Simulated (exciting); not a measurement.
# PbO2 (Fm-3m) in exciting: a series of runs

Aim: see how the results for PbO2 move with the level of theory and the settings. Levels: LDA-Wigner, LDA+TS. Tasks: effective masses, band structure.

All numbers are computed with exciting (release sodium); they aren't measurements. Logs are shortened: lines on timing, memory, paths and dates and some standing lists are left out, and cuts for length are marked.

### Step 1. The structure

Symmetry: Fm-3m, No. 225, cubic system. The conventional cell has a = 5.404 Å, b = 5.404 Å, c = 5.404 Å, α = 90.00°, β = 90.00°, γ = 90.00°. Around Pb (site symmetry m-3m) lie 8 O at 2.34 Å. O (site symmetry -43m) is surrounded by 4 Pb at 2.34 Å.

The cell comes from a database or a generator and needn't be the stable form of this composition.

### Step 2. Effective masses, LDA-Wigner

run_exciting.py

```python
import subprocess
import xml.etree.ElementTree as ET
from ase.io import read
from ase.units import Bohr

atoms = read("PbO2.cif")
rmt = {'Pb': 2.3, 'O': 1.45}  # bohr
tasks = """
<groundstate do="fromscratch" ngridk="9 9 9" rgkmax="6.5" gmaxvr="14" lmaxapw="10" lmaxmat="10" lmaxvr="8" stype="Methfessel-Paxton 1" swidth="0.00183747" nempty="12" ValenceRelativity="iora*" epsengy="1e-05" epspot="1e-05" maxscl="60" outputlevel="normal">
  <libxc exchange="XC_LDA_X" correlation="XC_LDA_C_WIGNER"/>
</groundstate>
<properties>
  <masstensor vklem="0.5 0.5 0.5" ndspem="1" deltaem="0.025"/>
</properties>
"""

root = ET.Element("input")
ET.SubElement(root, "title").text = "PbO2"
structure = ET.SubElement(root, "structure", speciespath="./", tshift="false")
crystal = ET.SubElement(structure, "crystal", scale="1.0")
for vector in atoms.cell / Bohr:
    ET.SubElement(crystal, "basevect").text = " ".join(f"{x:.12f}" for x in vector)
symbols = atoms.get_chemical_symbols()
for element in dict.fromkeys(symbols):
    species = ET.SubElement(structure, "species", speciesfile=element + ".xml", rmt=str(rmt[element]))
    for symbol, position in zip(symbols, atoms.get_scaled_positions(wrap=False)):
        if symbol == element:
            ET.SubElement(species, "atom", coord=" ".join(f"{x:.12f}" for x in position))
root.extend(ET.fromstring("<tasks>" + tasks + "</tasks>"))
ET.indent(root)
ET.ElementTree(root).write("input.xml")
subprocess.run(["exciting_smp"], check=True)
```

PbO2.cif

```cif
data_PbO2
_cell_length_a 3.82119373
_cell_length_b 3.82119373
_cell_length_c 3.82119373
_cell_angle_alpha 60.00000000
_cell_angle_beta 60.00000000
_cell_angle_gamma 60.00000000
_space_group_name_H-M_alt 'P1'
_space_group_name_Hall 'P 1'
_space_group_IT_number 1
loop_
_space_group_symop_operation_xyz
'x,y,z'
loop_
_atom_site_label
_atom_site_type_symbol
_atom_site_symmetry_multiplicity
_atom_site_Wyckoff_symbol
_atom_site_fract_x
_atom_site_fract_y
_atom_site_fract_z
_atom_site_occupancy
Pb1 Pb 1 a 0.0000000000 0.0000000000 0.0000000000 1
O1 O 1 a 0.7500000000 0.7500000000 0.7500000000 1
O2 O 1 a 0.2500000000 0.2500000000 0.2500000000 1
```

Potentials or basis: all-electron LAPW+lo, shipped species files, valence relativity iora*.

The run is started by

```console
OMP_NUM_THREADS=1 python run_exciting.py
```

The log of the run:

```text
================================================================================
EXCITING SODIUM started
[... 10 lines left out ...]

 Lattice vectors (cartesian) :
      7.2210096235      0.0000000000      0.0000000000
      3.6105048117      6.2535777749      0.0000000000
      3.6105048117      2.0845259250      5.8959296684

 Reciprocal lattice vectors (cartesian) :
      0.8701255967     -0.5023672475     -0.3552272873
      0.0000000000      1.0047344949     -0.3552272873
      0.0000000000      0.0000000000      1.0656818620

 Unit cell volume                           :     266.2433526770
 Brillouin zone volume                      :       0.9316672546

 Species :    1 (Pb)
     parameters loaded from                 :    Pb.xml
     name                                   :    lead
     nuclear charge                         :     -82.00000000
     electronic charge                      :      82.00000000
     atomic mass                            :  377702.49410000
     muffin-tin radius                      :       2.30000000
     # of radial points in muffin-tin       :     450

     atomic positions (lattice) :
       1 :   0.00000000  0.00000000  0.00000000

 Species :    2 (O)
     parameters loaded from                 :    O.xml
     name                                   :    oxygen
     nuclear charge                         :      -8.00000000
     electronic charge                      :       8.00000000
     atomic mass                            :   29165.12203000
     muffin-tin radius                      :       1.45000000
     # of radial points in muffin-tin       :     250

     atomic positions (lattice) :
       1 :   0.75000000  0.75000000  0.75000000
       2 :   0.25000000  0.25000000  0.25000000

 Total number of atoms per unit cell        :       3

 Spin treatment                             :    spin-unpolarised

 Number of Bravais lattice symmetries       :      48
 Number of crystal symmetries               :      48

 k-point grid                               :       9    9    9
 Total number of k-points                   :      35
 k-point set is reduced with crystal symmetries

 R^MT_min * |G+k|_max (rgkmax)              :       6.50000000
 Species with R^MT_min                      :       2 (O)
 Maximum |G+k| for APW functions            :       4.48275862
 Maximum |G| for potential and density      :      14.00000000

 G-vector grid sizes                        :      36    36    36
 Total number of G-vectors                  :   12339

 Maximum angular momentum used for
     APW functions                          :      10
     computing H and O matrix elements      :      10
     potential and density                  :       8
     inner part of muffin-tin               :       2

 Total nuclear charge                       :     -98.00000000
 Total electronic charge                    :      98.00000000
 Total core charge                          :      72.00000000
 Total valence charge                       :      26.00000000

 Number of empty states                     :      12
 Total number of valence states             :      26

 Maximum Hamiltonian size                   :     441
 Maximum number of plane-waves              :     419
 Total number of local-orbitals             :      22

 Exchange-correlation type                  :     100
     libxc; exchange: Slater exchange; correlation: Wigner (see libxc for references)

 Smearing scheme                            :    Methfessel-Paxton order 1, Phys. Rev. B 40, 3616 (1989)
 Smearing width                             :       0.00183747

[... 17 lines left out ...]
+ SCF iteration number :    1                                                  +
++++++++++++++++++++++++++++++++++++++++++++++++++++++++++++++++++++++++++++++++
 Total energy                               :    -21041.03449872
 _______________________________________________________________
 Fermi energy                               :         0.14694441
 Kinetic energy                             :     24512.44300220
 Coulomb energy                             :    -45162.79391678
 Exchange energy                            :      -385.41598897
 Correlation energy                         :        -5.26759518

 DOS at Fermi energy (states/Ha/cell)       :        15.84044748

 Electron charges :
     core                                   :        72.00000000
     core leakage                           :         0.01317785
     valence                                :        26.00000000
     interstitial                           :         5.59554113
     charge in muffin-tin spheres :
                  atom     1    Pb          :        78.45964759
                  atom     2     O          :         6.97240564
                  atom     3     O          :         6.97240564
     total charge in muffin-tins            :        92.40445887
     total charge                           :        98.00000000

++++++++++++++++++++++++++++++++++++++++++++++++++++++++++++++++++++++++++++++++
+ SCF iteration number :    2                                                  +
++++++++++++++++++++++++++++++++++++++++++++++++++++++++++++++++++++++++++++++++
 Total energy                               :    -21057.60679955
 _______________________________________________________________
 Fermi energy                               :         0.20661264
 Kinetic energy                             :     24499.60062288
 Coulomb energy                             :    -45166.65487279
 Exchange energy                            :      -385.28725501
 Correlation energy                         :        -5.26529462

 DOS at Fermi energy (states/Ha/cell)       :        57.63105802

 Electron charges :
     core                                   :        72.00000000
     core leakage                           :         0.01262893
     valence                                :        26.00000000
     interstitial                           :         5.93127811
     charge in muffin-tin spheres :
                  atom     1    Pb          :        78.78114413
                  atom     2     O          :         6.64378888
                  atom     3     O          :         6.64378888
     total charge in muffin-tins            :        92.06872189
     total charge                           :        98.00000000

 RMS change in effective potential (target) :  0.380696E-01  ( 0.100000E-04)
 Absolute change in total energy   (target) :   16.5723      ( 0.100000E-04)
 Charge distance                   (target) :  0.136009E-01  ( 0.100000E-04)

++++++++++++++++++++++++++++++++++++++++++++++++++++++++++++++++++++++++++++++++
+ SCF iteration number :    3                                                  +
++++++++++++++++++++++++++++++++++++++++++++++++++++++++++++++++++++++++++++++++
 Total energy                               :    -21061.49402119
 _______________________________________________________________
 Fermi energy                               :         0.21987006
 Kinetic energy                             :     24496.37478518
 Coulomb energy                             :    -45167.34632324
 Exchange energy                            :      -385.25768592
 Correlation energy                         :        -5.26479722

 DOS at Fermi energy (states/Ha/cell)       :        49.46905317

 Electron charges :
     core                                   :        72.00000000
     core leakage                           :         0.01251769
     valence                                :        26.00000000
     interstitial                           :         6.00016060
     charge in muffin-tin spheres :
                  atom     1    Pb          :        78.86634000
                  atom     2     O          :         6.56674970
                  atom     3     O          :         6.56674970
     total charge in muffin-tins            :        91.99983940
     total charge                           :        98.00000000
[... 279 lines left out ...]
 Electron charges :
     core                                   :        72.00000000
     core leakage                           :         0.01254433
     valence                                :        26.00000000
     interstitial                           :         5.99256059
     charge in muffin-tin spheres :
                  atom     1    Pb          :        78.90167827
                  atom     2     O          :         6.55288057
                  atom     3     O          :         6.55288057
     total charge in muffin-tins            :        92.00743941
     total charge                           :        98.00000000

 RMS change in effective potential (target) :  0.138542E-07  ( 0.100000E-04)
 Absolute change in total energy   (target) :  0.235724E-05  ( 0.100000E-04)
 Charge distance                   (target) :  0.610875E-08  ( 0.100000E-04)

++++++++++++++++++++++++++++++++++++++++++++++++++++++++++++++++++++++++++++++++
+ SCF iteration number :   14                                                  +
++++++++++++++++++++++++++++++++++++++++++++++++++++++++++++++++++++++++++++++++
 Total energy                               :    -21062.47179502
 _______________________________________________________________
 Fermi energy                               :         0.22048616
 Kinetic energy                             :     24495.41168731
 Coulomb energy                             :    -45167.36507475
 Exchange energy                            :      -385.25366093
 Correlation energy                         :        -5.26474666

 DOS at Fermi energy (states/Ha/cell)       :        49.67791192

 Electron charges :
     core                                   :        72.00000000
     core leakage                           :         0.01254433
     valence                                :        26.00000000
     interstitial                           :         5.99256069
     charge in muffin-tin spheres :
                  atom     1    Pb          :        78.90167830
                  atom     2     O          :         6.55288050
                  atom     3     O          :         6.55288050
     total charge in muffin-tins            :        92.00743931
     total charge                           :        98.00000000

 RMS change in effective potential (target) :  0.291349E-08  ( 0.100000E-04)
 Absolute change in total energy   (target) :  0.823886E-06  ( 0.100000E-04)
 Charge distance                   (target) :  0.290632E-08  ( 0.100000E-04)

++++++++++++++++++++++++++++++++++++++++++++++++++++++++++++++++++++++++++++++++
| Convergency criteria checked for the last 2 iterations                       +
| Convergence targets achieved. Performing final SCF iteration                 +
++++++++++++++++++++++++++++++++++++++++++++++++++++++++++++++++++++++++++++++++
 Total energy                               :    -21062.47179445
 _______________________________________________________________
 Fermi energy                               :         0.22048616
 Kinetic energy                             :     24495.41168767
 Coulomb energy                             :    -45167.36507453
 Exchange energy                            :      -385.25366093
 Correlation energy                         :        -5.26474666

 DOS at Fermi energy (states/Ha/cell)       :        49.67789620

 Electron charges :
     core                                   :        72.00000000
     core leakage                           :         0.01254433
     valence                                :        26.00000000
     interstitial                           :         5.99256067
     charge in muffin-tin spheres :
                  atom     1    Pb          :        78.90167830
                  atom     2     O          :         6.55288052
                  atom     3     O          :         6.55288052
     total charge in muffin-tins            :        92.00743933
     total charge                           :        98.00000000

++++++++++++++++++++++++++++++++++++++++++++++++++++++++++++++++++++++++++++++++
[... 12 lines left out ...]
| EXCITING SODIUM stopped                                                      =
================================================================================
```

It took 2.4 min on 1 thread of Arm Neoverse V2, shared host; peak memory 0.16 GiB.

What came out:

```
Free energy                                       : -573139.0556 eV
Band gap on the k mesh                            : none (metal or under the smearing width)
All electrons inside the program's atomic spheres : Pb 78.90; O 6.55 (radii Pb 2.3, O 1.45 bohr)
```

Levels at points of the mesh, in eV from the Fermi level:
```csv
k point,band 9,band 10,band 11,band 12,band 13,band 14,band 15,band 16,band 17,band 18
"(0.00, 0.00, 0.00)",-1.93,-1.93,-1.93,-1.19,-1.19,-1.19,6.71,6.71,6.71,11.19
```

Effective masses (electron masses; levels in eV from the Fermi level):
```csv
band,level,"masses, principal"
9,-3.34,"-1.379, -1.338, 1.161"
10,-2.79,"-2.546, -0.522, -0.413"
11,-2.79,"0.666, 0.713, 1.099"
12,-1.37,"-3.724, 0.490, 0.678"
13,-1.37,"0.413, 0.538, 1.491"
14,2.57,"-2.399, -2.354, -0.732"
```

Caveat: the masses are finite differences along the axes, which mix bands that are degenerate at the k point. Spin-orbit coupling is left out, which matters for the levels of Pb.

### Step 3. Band structure, LDA+TS

input.xml

```xml
<input>
  <title>PbO2</title>
  <structure speciespath="./" tshift="false" cartesian="true">
    <crystal scale="7.2210096223">
      <basevect>0.000000000000 0.707106781185 0.707106781185</basevect>
      <basevect>0.707106781185 0.000000000000 0.707106781185</basevect>
      <basevect>0.707106781185 0.707106781185 0.000000000000</basevect>
    </crystal>
    <species speciesfile="Pb.xml" rmt="2.3">
      <atom coord="0.000000000000 0.000000000000 0.000000000000"/>
    </species>
    <species speciesfile="O.xml" rmt="1.45">
      <atom coord="7.659037306395 7.659037306395 7.659037306395"/>
      <atom coord="2.553012435465 2.553012435465 2.553012435465"/>
    </species>
  </structure>
  <groundstate do="fromscratch" ngridk="8 8 8" rgkmax="6.5" gmaxvr="14" lmaxapw="10" lmaxmat="10" lmaxvr="8" xctype="LDA_PW" stype="Gaussian" swidth="0.00499791" nempty="12" ValenceRelativity="iora*" epsengy="1e-05" epspot="1e-05" maxscl="60" outputlevel="high" radialgridtype="cubic" fracinr="0.01"/>
  <properties>
    <bandstructure>
      <plot1d>
        <path steps="80">
          <point coord="0 0 0" label="G"/>
          <point coord="0.5 0 0.5" label="X"/>
          <point coord="0.5 0.25 0.75" label="W"/>
          <point coord="0.375 0.375 0.75" label="K"/>
          <point coord="0 0 0" label="G"/>
          <point coord="0.5 0.5 0.5" label="L"/>
          <point coord="0.625 0.25 0.625" label="U"/>
          <point coord="0.5 0.25 0.75" label="W"/>
          <point coord="0.5 0.5 0.5" label="L"/>
          <point coord="0.375 0.375 0.75" label="K" breakafter="true"/>
          <point coord="0.625 0.25 0.625" label="U"/>
          <point coord="0.5 0 0.5" label="X"/>
        </path>
      </plot1d>
    </bandstructure>
    <chargedensityplot>
      <plot3d>
        <box grid="20 20 20">
          <origin coord="0 0 0"/>
          <point coord="1 0 0"/>
          <point coord="0 1 0"/>
          <point coord="0 0 1"/>
        </box>
      </plot3d>
    </chargedensityplot>
    <elfplot>
      <plot3d>
        <box grid="20 20 20">
          <origin coord="0 0 0"/>
          <point coord="1 0 0"/>
          <point coord="0 1 0"/>
          <point coord="0 0 1"/>
        </box>
      </plot3d>
    </elfplot>
    <exccplot>
      <plot3d>
        <box grid="20 20 20">
          <origin coord="0 0 0"/>
          <point coord="1 0 0"/>
          <point coord="0 1 0"/>
          <point coord="0 0 1"/>
        </box>
      </plot3d>
    </exccplot>
    <TSvdW/>
  </properties>
</input>
```

Potentials or basis: all-electron LAPW+lo, shipped species files, valence relativity iora*.

The run is started by

```console
OMP_NUM_THREADS=1 exciting_smp
```

Run time: 3.2 min. Hardware: 1 thread of Arm Neoverse V2, shared host; peak memory 0.16 GiB.

Results (log left out):

| Property | Result |
| --- | --- |
| Free energy | -573261.2386 eV |
| Band gap on the k mesh | none (metal or under the smearing width) |
| All electrons inside the program's atomic spheres | Pb 78.91; O 6.57 (radii Pb 2.3, O 1.45 bohr) |
| Dispersion energy per atom | -0.172 eV |
| Density of states at the Fermi level | 0.76 states/eV per cell |

Levels at the corners of the path, in eV from the Fermi level:
```
point  band 9  band 10  band 11  band 12  band 13  band 14  band 15  band 16  band 17  band 18
    Γ   -1.95    -1.95    -1.95    -1.21    -1.21    -1.21     6.79     6.79     6.79    11.37
    X   -4.51    -4.51    -0.23    -0.13    -0.13     1.57     6.08     9.12    10.65    10.65
    W   -4.82    -2.58    -2.58    -0.38     0.03     2.17     8.39     8.39     8.87    10.87
    K   -4.24    -4.05    -1.29    -0.47    -0.22     2.07     7.43     8.69    10.16    10.37
    Γ   -1.95    -1.95    -1.95    -1.21    -1.21    -1.21     6.79     6.79     6.79    11.37
    L   -3.32    -2.79    -2.79    -1.40    -1.40     2.52     6.94     9.33     9.33    14.10
    U   -4.24    -4.05    -1.29    -0.47    -0.22     2.07     7.43     8.69    10.16    10.37
    W   -4.82    -2.58    -2.58    -0.38     0.03     2.17     8.39     8.39     8.87    10.87
    L   -3.32    -2.79    -2.79    -1.40    -1.40     2.52     6.94     9.33     9.33    14.10
    K   -4.24    -4.05    -1.29    -0.47    -0.22     2.07     7.43     8.69    10.16    10.37
    U   -4.24    -4.05    -1.29    -0.47    -0.22     2.07     7.43     8.69    10.16    10.37
    X   -4.51    -4.51    -0.23    -0.13    -0.13     1.57     6.08     9.12    10.65    10.65
```

Caveat: the log's total energy holds no entropy term; the free energy is that total less TS from the occupations; the dispersion energy is computed afterwards and isn't part of the total energy; spin-orbit coupling is left out, which moves the levels of the heavy elements.
